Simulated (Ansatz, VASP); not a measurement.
## Two plane-wave programs on ZnS (Wurtzite-2H)

```
CELL_PARAMETERS angstrom
3.81100 0.00000 0.00000
-1.90550 3.30042 0.00000
0.00000 0.00000 6.23400
ATOMIC_POSITIONS crystal
Zn 0.66667 0.33333 0.50000
Zn 0.33333 0.66667 0.00000
S 0.66667 0.33333 0.88500
S 0.33333 0.66667 0.38500
```

Alike in both runs: task relaxation of cell and atoms; functional PBEsol; k mesh 8 × 8 × 5; occupations fermi-dirac, width 0.05 eV; no spin polarisation.

```csv
,VASP,Ansatz
version,VASP 6.6.1,Ansatz 0.2.0
potentials or method,"VASP PAW PBE potentials, release 64 (Zn, S)",Ansatz PAW
plane-wave cutoff (eV),600,420
valence electrons in the cell,36,36
```

VASP gave:

| Item | Value |
| --- | --- |
| gap on the k mesh at the Fermi level, each at its own relaxed structure (eV) | 2.15 |
| relaxed volume (Å³/atom) | 19.28 |
| relaxed cell length with the largest relative difference (Å) | 6.215 |
| energy change over the relaxation (meV/atom) | -6 |

Task: Which values does Ansatz return?

Result: gap on the k mesh at the Fermi level, each at its own relaxed structure (eV): 2.15; relaxed volume (Å³/atom): 19.22; relaxed cell length with the largest relative difference (Å): 6.209; energy change over the relaxation (meV/atom): -7.

Caveats: the PAW data sets were made with another functional, which shifts forces and pressure a little (VASP); odd divisions of the mesh miss points on the zone boundary, where band edges often lie, so the gap on the mesh can be too wide (Ansatz); the plane-wave basis is chosen anew once the cell has moved, so the energies of steps on either side of that aren't comparable (Ansatz); the PAW data sets come from PBE, with cores solved anew for the run's functional, which leaves a small shift of forces and pressure (Ansatz). Expect the measured gap to be larger: semilocal functionals such as PBEsol lack the derivative discontinuity.
